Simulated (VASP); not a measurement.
# Black phosphorene and its bilayer, part 3 of 8

What are the lattice, gap and band positions of black phosphorene, and what does a second sheet change?

VASP 6.6.1; PBE with D3(BJ); plane waves and PAW (P).

So far, least gap on mesh and path (eV): step 4 (potential and states of the slab) 0.743.

## Step 7: A rigid stacking, stacking same orientation, shift 0.00 0.00

System of this step: bilayer of black phosphorene. The cell holds 8 atoms: 8 P. Its edges and angles: a = 4.435 Å, b = 3.291 Å, c = 24.334 Å, α = 90.0°, β = 90.0°, γ = 90.0°. upper sheet same orientation, shifted by (0.00, 0.00). Vacuum lies along c.

Two rigid sheets are set at a typed distance in several high-symmetry stackings, to find where to start. The upper sheet is shifted or turned in the plane and never flipped over.

Input file INCAR:

```
SYSTEM = P
PREC = Normal
ENCUT = 350
EDIFF = 1E-05
NELM = 120
ISMEAR = 0
SIGMA = 0.03
LREAL = .FALSE.
ALGO = Fast
GGA = PE
IVDW = 12
NBANDS = 28
LORBIT = 11
LWAVE = .FALSE.
LCHARG = .FALSE.
KPAR = 4
IDIPOL = 3
LDIPOL = .TRUE.
DIPOL = 0.5 0.5 0.5
```

Input file POSCAR:

```
P
1.0
    4.4348820646      0.0000000000      0.0000000000
    0.0000000000      3.2914999311      0.0000000000
    0.0000000000      0.0000000000     24.3342626128
P
8
Direct
    0.0826895800      0.0000000000      0.3493017300
    0.4173104200      0.5000000000      0.3493017300
    0.5826895800      0.5000000000      0.4363038000
    0.9173104200      0.0000000000      0.4363038000
    0.0826895800      0.0000000000      0.5636962000
    0.4173104200      0.5000000000      0.5636962000
    0.5826895800      0.5000000000      0.6506982700
    0.9173104200      0.0000000000      0.6506982700
```

Input file KPOINTS:

```
Automatic mesh
0
Gamma
7 9 1
0 0 0
```

The projector-augmented-wave data sets are P (PBE family, release 64).

Started as:

```console
> mpirun -np 4 vasp_std
```

The program printed:

```text
[banner, memory and clock lines left out]
running    4 mpi-ranks, on    1 nodes
 distrk:  each k-point on    1 cores,    4 groups
 distr:  one band on    1 cores,    1 groups

 POSCAR found type information on POSCAR P
 POSCAR found :  1 types and       8 ions
 LDA part: xc-table for (Slater+PW92), standard interpolation
 POSCAR, INCAR and KPOINTS ok, starting setup
 FFT: planning ... GRIDC
 FFT: planning ... GRID_SOFT
 FFT: planning ... GRID
 WAVECAR not read
 entering main loop
       N       E                     dE             d eps       ncg     rms          rms(c)
DAV:   1     0.219188940954E+03    0.21919E+03   -0.11856E+04  1120   0.803E+02
DAV:   2    -0.195363255898E+02   -0.23873E+03   -0.23246E+03  1592   0.185E+02
DAV:   3    -0.424085018380E+02   -0.22872E+02   -0.22642E+02  1324   0.620E+01
DAV:   4    -0.431170340478E+02   -0.70853E+00   -0.70517E+00  1720   0.126E+01
DAV:   5    -0.431332436467E+02   -0.16210E-01   -0.16195E-01  1656   0.172E+00    0.149E+01
RMM:   6    -0.428514738368E+02    0.28177E+00   -0.16541E-01  1178   0.159E+00    0.889E+00
RMM:   7    -0.427299931692E+02    0.12148E+00   -0.38623E-01  1233   0.247E+00    0.385E-01
RMM:   8    -0.427297276637E+02    0.26551E-03   -0.35892E-02  1341   0.994E-01    0.148E-01
RMM:   9    -0.427304385396E+02   -0.71088E-03   -0.84055E-03  1522   0.437E-01    0.142E-01
RMM:  10    -0.427306422472E+02   -0.20371E-03   -0.11902E-03  1472   0.167E-01    0.122E-01
RMM:  11    -0.427306955759E+02   -0.53329E-04   -0.59557E-04  1503   0.971E-02    0.313E-02
RMM:  12    -0.427308678169E+02   -0.17224E-03   -0.12609E-04  1334   0.460E-02    0.176E-02
RMM:  13    -0.427309970882E+02   -0.12927E-03   -0.28159E-05  1031   0.224E-02    0.118E-02
RMM:  14    -0.427311288437E+02   -0.13176E-03   -0.31190E-05  1055   0.179E-02    0.114E-02
RMM:  15    -0.427311597774E+02   -0.30934E-04   -0.73397E-06   863   0.101E-02    0.335E-03
RMM:  16    -0.427311701838E+02   -0.10406E-04   -0.70485E-06   878   0.791E-03    0.224E-03
RMM:  17    -0.427311935770E+02   -0.23393E-04   -0.13655E-06   567   0.513E-03    0.276E-03
RMM:  18    -0.427312113314E+02   -0.17754E-04   -0.85728E-07   462   0.416E-03    0.140E-03
RMM:  19    -0.427312260370E+02   -0.14706E-04   -0.12909E-06   491   0.428E-03    0.568E-04
RMM:  20    -0.427312285476E+02   -0.25106E-05   -0.23671E-07   300   0.343E-03
   1 F= -.45168812E+02 E0= -.45168812E+02  d E =-.978401E-08
```

It took 12 s on 4 MPI ranks of Intel Xeon 6975P-C (Granite Rapids), shared host; peak memory 0.93 GiB; 41 s of CPU time.

OUTCAR, selected parts (step 7):

```text
   k-points           NKPTS =     20   k-points in BZ     NKDIM =     20   number of bands    NBANDS=     28

   ENCUT  =  350.0 eV  25.72 Ry    5.07 a.u.   6.77  5.02 37.12*2*pi/ulx,y,z

   NELECT =      40.0000    total number of electrons

 E-fermi :   0.3803

 k-point     1 :       0.0000    0.0000    0.0000
  band No.  band energies     occupation
    ...
     16      -2.1239      2.00000
     17      -1.9816      2.00000
     18      -1.8519      2.00000
     19      -0.8599      2.00000
     20       0.2632      2.00000
     21       0.4795      0.00000
     22       0.9872      0.00000
     23       1.1312      0.00000
     24       1.4482      0.00000
     25       2.3859      0.00000
    ...

 Edisp (eV)   -2.43758

  Total      -1.10520    -0.63604     2.41256     0.00000     0.00000     0.00000
  in kB      -4.98493    -2.86881    10.88163     0.00000     0.00000     0.00000
  external pressure =        1.01 kB  Pullay stress =        0.00 kB

 POSITION                                       TOTAL-FORCE (eV/Angst)
 -----------------------------------------------------------------------------------
      0.36672      0.00000      8.50000         0.060833     -0.000000     -0.178515
      1.85072      1.64575      8.50000        -0.060833     -0.000000     -0.178515
      2.58416      1.64575     10.61713        -0.145367     -0.000000      0.017388
      4.06816      0.00000     10.61713         0.145367     -0.000000      0.017388
      0.36672      0.00000     13.71713        -0.145367     -0.000000     -0.017388
      1.85072      1.64575     13.71713         0.145367      0.000000     -0.017388
      2.58416      1.64575     15.83426         0.060833      0.000000      0.178515
      4.06816      0.00000     15.83426        -0.060833     -0.000000      0.178515
 -----------------------------------------------------------------------------------
    total drift:                                0.000000     -0.000000      0.000000

  FREE ENERGIE OF THE ION-ELECTRON SYSTEM (eV)
  ---------------------------------------------------
  free  energy   TOTEN  =       -45.1688118919 eV

  energy  without entropy=      -45.1688118821  energy(sigma->0) =      -45.16881189

 vacuum level on the upper side and lower side of the slab         4.562         4.562

[... 4 parts as in an earlier step ...]

[... 12 further parts left out ...]
```

This step gave:

| Quantity | Value |
| --- | --- |
| electrons | 40 |
| free energy (TOTEN) | -45.17 eV |
| Fermi energy | 0.3803 eV |
| dipole moment | 0, 0, 0 e·Å |
| gap on the k-mesh | 0.2014 eV |
| least direct gap on the k-mesh | 0.2163 eV |

Force by atom:

| atom | x (eV/Å) | y (eV/Å) | z (eV/Å) | size |
| --- | --- | --- | --- | --- |
| P1 | 0.061 | 0.000 | -0.179 | 0.189 |
| P2 | -0.061 | 0.000 | -0.179 | 0.189 |
| P3 | -0.145 | 0.000 | 0.017 | 0.146 |
| P4 | 0.145 | 0.000 | 0.017 | 0.146 |
| P5 | -0.145 | 0.000 | -0.017 | 0.146 |
| P6 | 0.145 | 0.000 | -0.017 | 0.146 |
| P7 | 0.061 | 0.000 | 0.179 | 0.189 |
| P8 | -0.061 | 0.000 | 0.179 | 0.189 |

Energy at zero smearing: -45.16881 eV.

## Step 8: A rigid stacking, stacking same orientation, shift 0.50 0.00

INCAR is that of step 7.

Input file POSCAR:

```
P
1.0
    4.4348820646      0.0000000000      0.0000000000
    0.0000000000      3.2914999311      0.0000000000
    0.0000000000      0.0000000000     24.3342626128
P
8
Direct
    0.0826895800      0.0000000000      0.3493017300
    0.4173104200      0.5000000000      0.3493017300
    0.5826895800      0.5000000000      0.4363038000
    0.9173104200      0.0000000000      0.4363038000
    0.5826895800      0.0000000000      0.5636962000
    0.9173104200      0.5000000000      0.5636962000
    0.0826895800      0.5000000000      0.6506982700
    0.4173104200      0.0000000000      0.6506982700
```

KPOINTS is that of step 7.

Started as:

```console
> mpirun -np 4 vasp_std
```

The program printed:

```text
[... set-up lines as in an earlier step ...]
 entering main loop
       N       E                     dE             d eps       ncg     rms          rms(c)
DAV:   1     0.218455905131E+03    0.21846E+03   -0.11854E+04  1120   0.804E+02
DAV:   2    -0.194888699820E+02   -0.23794E+03   -0.23187E+03  1556   0.185E+02
DAV:   3    -0.424759021662E+02   -0.22987E+02   -0.22771E+02  1332   0.620E+01
DAV:   4    -0.431805640421E+02   -0.70466E+00   -0.70135E+00  1704   0.126E+01
[...]
RMM:  19    -0.427968637937E+02   -0.28716E-04   -0.21488E-05  1023   0.125E-02    0.436E-02
RMM:  20    -0.427968787889E+02   -0.14995E-04   -0.37193E-05  1078   0.173E-02    0.206E-02
RMM:  21    -0.427968842457E+02   -0.54568E-05   -0.19272E-06   616   0.631E-03
   1 F= -.45233287E+02 E0= -.45232874E+02  d E =-.826512E-03
```

Wall time 12 s (4 MPI ranks); peak memory 0.92 GiB; 43 s of CPU time.

From OUTCAR (step 8):

```text
 Edisp (eV)   -2.43640

  Total      -0.81787    -0.35744     0.76839     0.00000     0.00000    -0.00000
  in kB      -3.68894    -1.61219     3.46578     0.00000     0.00000    -0.00000
  external pressure =       -0.61 kB  Pullay stress =        0.00 kB

 POSITION                                       TOTAL-FORCE (eV/Angst)
 -----------------------------------------------------------------------------------
      0.36672      0.00000      8.50000         0.033684     -0.000000     -0.075529
      1.85072      1.64575      8.50000        -0.033684     -0.000000     -0.075529
      2.58416      1.64575     10.61713        -0.067463      0.000000      0.038956
      4.06816      0.00000     10.61713         0.067463      0.000000      0.038956
      2.58416      0.00000     13.71713        -0.067463      0.000000     -0.038956
      4.06816      1.64575     13.71713         0.067463     -0.000000     -0.038956
      0.36672      1.64575     15.83426         0.033684     -0.000000      0.075529
      1.85072      0.00000     15.83426        -0.033684     -0.000000      0.075529
 -----------------------------------------------------------------------------------
    total drift:                                0.000000      0.000000      0.000000

  FREE ENERGIE OF THE ION-ELECTRON SYSTEM (eV)
  ---------------------------------------------------
  free  energy   TOTEN  =       -45.2332868745 eV

  energy  without entropy=      -45.2324603624  energy(sigma->0) =      -45.23287362

[... 2 parts as in an earlier step ...]

[... 1 further part left out ...]
[key lines of the parts left out:]
E-fermi :   0.0464
```

The gap is under twice the smearing width, so the edge states are partly filled and the run can't tell a small gap from a semimetal.

Energy at zero smearing: -45.23287 eV.

## Step 9: A rigid stacking, stacking same orientation, shift 0.00 0.50

INCAR is that of step 8.

Input file POSCAR:

```
P
1.0
    4.4348820646      0.0000000000      0.0000000000
    0.0000000000      3.2914999311      0.0000000000
    0.0000000000      0.0000000000     24.3342626128
P
8
Direct
    0.0826895800      0.0000000000      0.3493017300
    0.4173104200      0.5000000000      0.3493017300
    0.5826895800      0.5000000000      0.4363038000
    0.9173104200      0.0000000000      0.4363038000
    0.0826895800      0.5000000000      0.5636962000
    0.4173104200      0.0000000000      0.5636962000
    0.5826895800      0.0000000000      0.6506982700
    0.9173104200      0.5000000000      0.6506982700
```

KPOINTS is that of step 8.

Started as:

```console
> mpirun -np 4 vasp_std
```

The program printed:

```text
[... set-up lines as in an earlier step ...]
 entering main loop
       N       E                     dE             d eps       ncg     rms          rms(c)
DAV:   1     0.218504723959E+03    0.21850E+03   -0.11848E+04  1120   0.804E+02
DAV:   2    -0.196719201818E+02   -0.23818E+03   -0.23126E+03  1596   0.184E+02
DAV:   3    -0.425483742057E+02   -0.22876E+02   -0.22663E+02  1320   0.619E+01
DAV:   4    -0.432612868580E+02   -0.71291E+00   -0.71000E+00  1704   0.127E+01
[...]
RMM:  18    -0.428811745042E+02   -0.20813E-04   -0.14584E-06   518   0.492E-03    0.109E-01
RMM:  19    -0.428811966532E+02   -0.22149E-04   -0.21390E-06   677   0.533E-03    0.116E-01
RMM:  20    -0.428812018739E+02   -0.52206E-05   -0.83410E-07   427   0.405E-03
   1 F= -.45320834E+02 E0= -.45320834E+02  d E =-.105315E-13
```

Elapsed: 12 s, on 4 MPI ranks; peak memory 0.9 GiB.

Parts of OUTCAR (step 9):

```text
 Edisp (eV)   -2.43963

  Total      -0.74376    -0.33886    -0.09264     0.00000     0.00000    -0.00000
  in kB      -3.35468    -1.52842    -0.41786     0.00000     0.00000    -0.00000
  external pressure =       -1.77 kB  Pullay stress =        0.00 kB

 POSITION                                       TOTAL-FORCE (eV/Angst)
 -----------------------------------------------------------------------------------
      0.36672      0.00000      8.50000         0.005416     -0.000000     -0.046523
      1.85072      1.64575      8.50000        -0.005416      0.000000     -0.046523
      2.58416      1.64575     10.61713        -0.058596     -0.000000      0.100918
      4.06816      0.00000     10.61713         0.058596     -0.000000      0.100918
      0.36672      1.64575     13.71713        -0.058596     -0.000000     -0.100918
      1.85072      0.00000     13.71713         0.058596      0.000000     -0.100918
      2.58416      0.00000     15.83426         0.005416      0.000000      0.046523
      4.06816      1.64575     15.83426        -0.005416      0.000000      0.046523
 -----------------------------------------------------------------------------------
    total drift:                                0.000000      0.000000      0.000000

  FREE ENERGIE OF THE ION-ELECTRON SYSTEM (eV)
  ---------------------------------------------------
  free  energy   TOTEN  =       -45.3208335828 eV

  energy  without entropy=      -45.3208335828  energy(sigma->0) =      -45.32083358

[... 2 parts as in an earlier step ...]

[... 1 further part left out ...]
[key lines of the parts left out:]
E-fermi :   0.3273
```

Energy at zero smearing: -45.32083 eV.

## Step 10: A rigid stacking, stacking same orientation, shift 0.50 0.50

INCAR is that of step 9.

Input file POSCAR:

```
P
1.0
    4.4348820646      0.0000000000      0.0000000000
    0.0000000000      3.2914999311      0.0000000000
    0.0000000000      0.0000000000     24.3342626128
P
8
Direct
    0.0826895800      0.0000000000      0.3493017300
    0.4173104200      0.5000000000      0.3493017300
    0.5826895800      0.5000000000      0.4363038000
    0.9173104200      0.0000000000      0.4363038000
    0.5826895800      0.5000000000      0.5636962000
    0.9173104200      0.0000000000      0.5636962000
    0.0826895800      0.0000000000      0.6506982700
    0.4173104200      0.5000000000      0.6506982700
```

KPOINTS is that of step 9.

Started as:

```console
> mpirun -np 4 vasp_std
```

The program printed:

```text
[... set-up lines as in an earlier step ...]
 entering main loop
       N       E                     dE             d eps       ncg     rms          rms(c)
DAV:   1     0.219186826612E+03    0.21919E+03   -0.11863E+04  1120   0.804E+02
DAV:   2    -0.197278090975E+02   -0.23891E+03   -0.23309E+03  1596   0.185E+02
DAV:   3    -0.422635407343E+02   -0.22536E+02   -0.22317E+02  1328   0.614E+01
DAV:   4    -0.429444435000E+02   -0.68090E+00   -0.67842E+00  1752   0.124E+01
[...]
RMM:  14    -0.425582781692E+02   -0.12646E-03   -0.30204E-05  1050   0.173E-02    0.588E-03
RMM:  15    -0.425583019400E+02   -0.23771E-04   -0.12898E-05   962   0.111E-02    0.138E-03
RMM:  16    -0.425583111280E+02   -0.91879E-05   -0.34759E-06   764   0.698E-03
   1 F= -.44993141E+02 E0= -.44993141E+02  d E =-.753247E-11
```

Wall time 9.4 s (4 MPI ranks); peak memory 0.9 GiB; 33 s of CPU time.

From OUTCAR (step 10):

```text
 Edisp (eV)   -2.43483

  Total      -1.15691    -1.02010     3.71543     0.00000     0.00000     0.00000
  in kB      -5.21816    -4.60108    16.75814     0.00000     0.00000     0.00000
  external pressure =        2.31 kB  Pullay stress =        0.00 kB

 POSITION                                       TOTAL-FORCE (eV/Angst)
 -----------------------------------------------------------------------------------
      0.36672      0.00000      8.50000         0.046310      0.000000     -0.194409
      1.85072      1.64575      8.50000        -0.046310     -0.000000     -0.194409
      2.58416      1.64575     10.61713        -0.085845      0.000000     -0.153110
      4.06816      0.00000     10.61713         0.085845      0.000000     -0.153110
      2.58416      1.64575     13.71713        -0.085845      0.000000      0.153110
      4.06816      0.00000     13.71713         0.085845      0.000000      0.153110
      0.36672      0.00000     15.83426         0.046310      0.000000      0.194409
      1.85072      1.64575     15.83426        -0.046310     -0.000000      0.194409
 -----------------------------------------------------------------------------------
    total drift:                                0.000000      0.000000      0.000000

  FREE ENERGIE OF THE ION-ELECTRON SYSTEM (eV)
  ---------------------------------------------------
  free  energy   TOTEN  =       -44.9931407772 eV

  energy  without entropy=      -44.9931407772  energy(sigma->0) =      -44.99314078

[... 2 parts as in an earlier step ...]

[... 1 further part left out ...]
[key lines of the parts left out:]
E-fermi :   0.1285
```

Energy at zero smearing: -44.99314 eV.

[end of part 3 of 8]

[Lines on the potential files, build, host, timing and source positions are cut from VASP's logs without a mark.]

[Logs are printed without paths, hosts, clocks, repeated set-up lines and the standing remarks that a program may print on its own settings, such as how far it seeks lower states.]

[Hosts, paths, dates, database ids (printed as entryN), source tags and the programs' standing remarks are cut or masked in the printed files.]

[Runs that stopped without an error message from VASP are left out.]
